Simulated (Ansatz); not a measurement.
# GaAs: the cost of one run

Program: Ansatz 0.2.0. Linear response, PAW datasets, plane waves. Calculated at 0 K for a non-magnetic cell.

### 1 The cell

The cell was relaxed beforehand with PBEsol.

Space group F-43m (No. 216), cubic; conventional cell a = 5.657 Å, 22.63 Å³ an atom. Around Ga lie 4 As at 2.45 Å; around As lie 4 Ga at 2.45 Å.

Coordinates:

```cif
data_structure
_symmetry_space_group_name_H-M 'P 1'
_symmetry_Int_Tables_number 1
_cell_length_a 4.0004
_cell_length_b 4.0004
_cell_length_c 4.0004
_cell_angle_alpha 60.000
_cell_angle_beta 60.000
_cell_angle_gamma 60.000
_cell_volume 45.27
loop_
_atom_site_label
_atom_site_type_symbol
_atom_site_fract_x
_atom_site_fract_y
_atom_site_fract_z
_atom_site_occupancy
Ga1 Ga 0.00000 0.00000 0.00000 1
As1 As 0.25000 0.25000 0.25000 1
```

### 2 Phonons at Γ with PBEsol

File input.yaml:

```yaml
crystal:
  lattice:
    - [0.0, 2.8287418847, 2.8287418847]
    - [2.8287418847, 0.0, 2.8287418847]
    - [2.8287418847, 2.8287418847, 0.0]
  atoms:
    - { symbol: Ga, position: [0.0, 0.0, 0.0] }
    - { symbol: As, position: [0.25, 0.25, 0.25] }
kpoints:
  mp_grid: { grid: [6, 6, 6] }
hamiltonian:
  xc: pbesol
scf:
  occupations: { method: fixed }
phonons:
  method: dfpt
  dielectric: true
  qpoints: [[0, 0, 0]]
  rigid_motions: translations
```

On the command line:

```bash
$ ansatz run input.yaml --threads 2 --pin off --max-ram 4608MiB --backend cpu --events-out ev --progress --plain --runs-dir out
```

What time and memory should one allow on 2 threads of Intel Xeon Platinum 8259CL at 2.50GHz (Skylake/Cascade Lake), shared host?

About 33 s, with a peak of 0.65 GiB.
